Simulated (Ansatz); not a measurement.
A film clamped to a substrate in GaSb

Method: DFT r2SCAN, scalar-relativistic, plane waves, PAW (Ansatz). The runs took a 500 eV cutoff, a Γ-centred 10×10×10 mesh and Gaussian smearing (0.05 eV). Spin–orbit coupling is left out, which matters for the heavy elements here. No spin polarisation. Energies are free energies at this smearing, counted from the undisturbed cell; pressure is positive in compression.

The undisturbed cell (as given, not relaxed at this level; it stands at 0.4 GPa):

```
Ga Sb
1.0
     0.00000    3.05900    3.05900
     3.05900    0.00000    3.05900
     3.05900    3.05900    0.00000
Ga Sb
1 1
Direct
  0.00000 0.00000 0.00000
  0.75000 0.75000 0.75000
```

The cell (2 atoms, V0 = 57.25 Å³) is strained by p along both x and y and by q along z, fractional coordinates fixed. τp = (1/V0) ∂E/∂p = (σxx + σyy)(1 + p)(1 + q) and τq = (1/V0) ∂E/∂q = σzz(1 + p)², with tension positive.

| p | q | ΔE (meV/atom) | τp (GPa) | τq (GPa) |
| --- | --- | --- | --- | --- |
| 0.000 | 0.000 | 0.00 | -0.76 | -0.38 |
| -0.025 | 0.000 | 18.48 | -7.73 | -2.49 |
| 0.025 | 0.000 | 9.85 | 4.94 | 1.35 |
| 0.000 | -0.025 | 6.74 | -2.83 | -2.66 |
| 0.000 | 0.025 | 3.13 | 1.00 | 1.76 |

Question: Get the second derivatives of the energy density.

Answer: Central differences give A = ∂τp/∂p = 254 GPa (C11 + C22 + 2 C12), C = ∂τq/∂q = 88 GPa (C33) and the cross term B = ∂τq/∂p = 77 GPa (C13 + C23); ∂τp/∂q = 77 GPa must equal B, and any difference shows higher-order terms. The ions are clamped. In a cubic crystal C11 = C = 88, C12 = B/2 = 38 GPa and A should be 2(C11 + C12) = 253 GPa; the bulk modulus is (C11 + 2 C12)/3 = 55 GPa.

Question: A film of this crystal grows with z along the normal on a substrate that imposes p. How does its thickness respond, and what does the misfit cost?

Answer: Count p and q from the stress-free cell. A free surface needs τq = 0, so q = −(B/C) p = -0.87 p. The energy density left is (A − B²/C) p²/2 = M p², with the biaxial modulus M = 93 GPa; a misfit of 1 % costs 1.67 meV/atom, against 2.26 meV/atom if the thickness were held.

The gap closes along the scan, which can put kinks into the curve.

The film thins under in-plane tension, but by much less than constant volume would require, so misfit changes both the volume and the shape of the cell. This is typical of a tetrahedral semiconductor: directional sp³ bonds resist the bond-angle changes that a volume-conserving distortion would need. Letting the thickness relax therefore recovers only a minor part of the elastic energy, 1.67 against 2.26 meV/atom.

Holding the fractional coordinates fixed costs nothing here, because in zinc blende the site symmetry that survives this tetragonal strain forbids a relative shift of the two sublattices. The elastic constants thus include ionic relaxation for these strains.

Much of the energy difference between in-plane compression and tension comes from the initial stress. The in-plane stress also changes faster on the compressive side, probably because short-range repulsion steepens as the bonds shorten, so the quadratic misfit energy is best kept to small strains. The biaxial modulus doesn't carry over to other film orientations, where shear stiffness and internal displacements can enter.
